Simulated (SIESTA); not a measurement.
**WC: single point with PBEsol**

WC:

```
W C
1.0
     0.00000    2.19268    2.19268
     2.19268    0.00000    2.19268
     2.19268    2.19268    0.00000
W C
1 1
Cartesian
  0.0000 0.0000 0.0000
  2.1927 2.1927 2.1927
```

Measurements of this composition are mostly on another form, of space group No. 187.

```
Program             : SIESTA 5.4.2
Task                : single point
Functional          : PBEsol
Potentials or basis : PseudoDojo 0.4 standard (PBEsol files)
Basis               : DZP (energy shift 0.003 Ry; two zetas on semicore shells)
Grid cutoff         : 800 Ry
Energy shift        : 0.003 Ry
k mesh              : 10 × 10 × 10
Occupations         : fermi-dirac, width 0.05 eV
Spin                : no spin polarisation
```

```json
{
  "Pressure": "-0.5 GPa",
  "Band gap on the k mesh": "none (metal or under the smearing width)"
}
```

Levels at points of the mesh, in eV from the Fermi level:
```csv
k point,band 5,band 6,band 7,band 8,band 9,band 10,band 11,band 12,band 13,band 14
"(0.00, 0.00, 0.00)",-15.97,-2.94,-2.94,-2.94,-1.15,-1.15,-0.64,-0.64,-0.64,7.75
"(0.50, 0.00, 0.00)",-11.25,-10.04,-6.78,-6.78,0.91,0.91,2.26,5.69,8.69,8.69
"(0.00, 0.50, 0.00)",-11.25,-10.04,-6.78,-6.78,0.91,0.91,2.26,5.69,8.69,8.69
"(0.50, 0.50, 0.00)",-13.74,-5.99,-5.80,-2.45,-2.45,0.68,2.13,2.13,5.42,7.83
"(0.00, 0.00, 0.50)",-11.25,-10.04,-6.78,-6.78,0.91,0.91,2.26,5.69,8.69,8.69
"(0.50, 0.00, 0.50)",-13.74,-5.99,-5.80,-2.45,-2.45,0.68,2.13,2.13,5.42,7.83
"(0.00, 0.50, 0.50)",-13.74,-5.99,-5.80,-2.45,-2.45,0.68,2.13,2.13,5.42,7.83
"(0.50, 0.50, 0.50)",-11.25,-10.04,-6.78,-6.78,0.91,0.91,2.26,5.69,8.69,8.69
```

Wall time 43 s on 1 thread of Intel(R) Xeon(R) 6975P-C (Granite Rapids), with other jobs on the host, peak memory 0.31 GiB.

Caveat: short orbitals over semicore shells can move pressures by several GPa; the basis of atomic orbitals isn't converged, which shifts pressures, moduli and gaps. Spin-orbit coupling is left out, which matters for the levels of W.
